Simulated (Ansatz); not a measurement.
**TiAl3: a hydrostatic pressure series**

An exercise on one series of results from a longer session: the logs are not shown, and one member is left open.

Computed with Ansatz 0.2.0 (DFT PBEsol, scalar-relativistic, plane waves, PAW, unless a step's input says otherwise).

## The system as given

It takes space group I4/mmm (No. 139, tetragonal). The conventional cell has a = 3.816 Å, b = 3.816 Å, c = 8.554 Å, α = 90.00°, β = 90.00°, γ = 90.00°. Ti (site symmetry 4/mmm) has 12 Al at 2.70 to 2.87 Å as nearest neighbours. Al (site symmetry 4/mmm) is surrounded by 4 Ti at 2.70 Å and 8 Al at 2.87 Å. Al (site symmetry -4m2) is surrounded by 8 Al at 2.70 to 2.87 Å and 4 Ti at 2.87 Å.

As a file:

```
CELL_PARAMETERS angstrom
-1.90777 1.90777 4.27700
1.90777 -1.90777 4.27700
1.90777 1.90777 -4.27700
ATOMIC_POSITIONS crystal
Ti 0.00000 0.00000 0.00000
Al 0.50000 0.50000 0.00000
Al 0.75000 0.25000 0.50000
Al 0.25000 0.75000 0.50000
```

It goes back to an entry of the Materials Project, which need not be the stable form.

This cell was relaxed beforehand with the same method: volume 15.57 Å³/atom, gap on the mesh none (metal).

Set-up of the first run:

File input.yaml:

```yaml
crystal:
  lattice:
    - [-1.9139907841, 1.9139907841, 4.2909339148]
    - [1.9139907841, -1.9139907841, 4.2909339148]
    - [1.9139907841, 1.9139907841, -4.2909339148]
  atoms:
    - { symbol: Ti, position: [0.0, 0.0, 0.0] }
    - { symbol: Al, position: [0.5, 0.5, 0.0] }
    - { symbol: Al, position: [0.75, 0.25, 0.5] }
    - { symbol: Al, position: [0.25, 0.75, 0.5] }
basis:
  ecutwfc: 420
kpoints:
  mp_grid: { grid: [16, 16, 16] }
hamiltonian:
  xc: pbesol
scf:
  occupations: { method: gaussian, width: 0.1 }
output:
  forces: true
  stress: true
  eigenvalues: true
relax:
  adjacent_minimum: "off"
  f_tol: 0.008
  max_steps: 50
  cell: { stress_tol: 0.08, p_target: -1.0 }
```

Started as:

```
$ ansatz run input.yaml --threads 1 --pin off --max-ram 2560MiB --backend cpu --events-out ev --progress --plain --runs-dir out
```

Steps of the session up to this table: Target pressure -1 GPa; Relaxing at 1 GPa; Relaxing at 4 GPa; 12 GPa; Target pressure 25 GPa; Target pressure 50 GPa; Relaxing at 90 GPa.

One of the session's tables, all rows but one given; the rest of the session is left out.

Lengths are those of the vectors of the cell that was run:

```
P (GPa)  V (Å³/atom)  a (Å)  b (Å)  c (Å)  ΔH (eV/atom)
     -1        15.71  5.072  5.072  5.072        -0.098
      0        15.57  5.057  5.057  5.057         0.000
      1        15.43  5.042  5.042  5.042         0.097
      4            ?      ?      ?      ?             ?
     12        14.23  4.904  4.904  4.904         1.112
     25        13.23  4.785  4.785  4.785         2.224
     50        11.94  4.622  4.622  4.622         4.180
     90        10.63  4.446  4.446  4.446         6.984
```

**Question.** Estimate the row for P (GPa) = 4.

Worked estimate for «V (Å³/atom)». A straight line through the neighbours (1, 15.43) and (12, 14.23) gives 15.43 + (14.23 − 15.43) × (4 − 1) / (12 − 1) = 15.10; a parabola fitted to 4 rows on both sides gives 15.07.

**Answer.** V (Å³/atom): 15.05; a (Å): 4.998; b (Å): 4.998; c (Å): 4.998; ΔH (eV/atom): 0.382. In «V (Å³/atom)» the line misses by +0.05 and the parabola by +0.02.

ΔH is E + PV over the energy at zero pressure; a, b and c are the vectors of the computed cell. 
